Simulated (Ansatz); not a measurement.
# Si: energy change per atom and pressure against volume scale

Plane-wave DFT, scalar-relativistic PAW made under PBE with cores redone for the functional, no dispersion; the given relaxed cell is scaled uniformly, energy at zero smearing counts from the unscaled cell, pressure at the given Fermi-Dirac smearing is positive in compression. The results are calculated, by Ansatz 0.2.0.

The cell before it is scaled or strained (space group P6/mmm, No. 191):
```
CELL_PARAMETERS angstrom
4.48920 0.00000 0.00000
-2.24460 3.88770 0.00000
0.00000 0.00000 2.57020
ATOMIC_POSITIONS crystal
Si 0.00000 0.00000 0.00000
Si 0.33333 0.66667 0.50000
Si 0.66667 0.33333 0.50000
```

Settings of every row: spin polarised no; functional revPBE; wave cutoff 420 eV; smearing width 0.1 eV; k mesh 9x9x14.

Atom starting moment: 0 on all atoms.

Limits: the cell comes from a prototype or a list of computed structures and needn't be the stable phase.

```
row  volume scale  V (Å³/atom)  energy change per atom (meV)  pressure (GPa)
  1          0.88       13.158                         76.98           15.59
  2          0.92       13.756                         31.23            9.17
  3          0.96       14.354                          7.03            4.03
  4          1.04        15.55                             ?               ?
  5          1.08       16.148                         24.88           -6.07
  6          1.12       16.747                         51.82           -8.16
```

Question: what energy change per atom and pressure should row 4 give?

Worked fit of energy change per atom. Take u = (V_r/V)^(2/3) − 1 with V_r = 14.354 Å³ an atom, which is twice the finite (Eulerian) strain; such expansions in the strain, on which the Birch-Murnaghan equation of state is built, carry the rest volume and the bulk modulus. The shown rows have u = 0.05971, 0.02878, 0, -0.07551, -0.09769. Least squares give energy change per atom = 7.056 + 550.36 × u + 10351.1 × u² meV; a straight line predicts inner rows, each left out in turn, worse (root mean square 27 against 0.42 meV). The rows lie off it by 0.16, -0.24, -0.03, 0.36, -0.26 (root mean square 0.24 meV). The withheld row has u = -0.05196, so the fit gives 7.056 + 550.36 × (-0.05196) + 10351.1 × (-0.05196)² = 6.41 meV.

The calculation gave 6.85 meV. The fit lies 0.44 meV (6.4 % of the value, 0.63 % of the column's range) below it; its largest miss of a shown row is 0.36 meV.

Worked fit of pressure. Take u = (V_r/V)^(2/3) − 1 with V_r = 14.354 Å³ an atom, which is twice the finite (Eulerian) strain; such expansions in the strain, on which the Birch-Murnaghan equation of state is built, carry the rest volume and the bulk modulus. The shown rows have u = 0.05971, 0.02878, 0, -0.07551, -0.09769. Least squares give pressure = 4.027 + 167.22 × u + 437.4 × u² GPa; a straight line predicts inner rows, each left out in turn, worse (root mean square 1.1 against 0.046 GPa). The rows lie off it by 0.02, -0.03, 0.00, 0.04, -0.03. The pressure vanishes at u = -0.0258, or V = 14.93 Å³ an atom, and there the bulk modulus at fixed shape and fractions is B = −V dP/dV = (2/3)(1 + u) dP/du = 93.9 GPa. Letting shape and atoms relax would as a rule lower it, by much in layered, chain or molecular crystals. The withheld row has u = -0.05196, so the fit gives 4.027 + 167.22 × (-0.05196) + 437.4 × (-0.05196)² = -3.48 GPa.

The calculation gave -3.41 GPa. The fit lies 0.07 GPa (2.1 % of the value, 0.29 % of the column's range) below it; its largest miss of a shown row is 0.04 GPa.
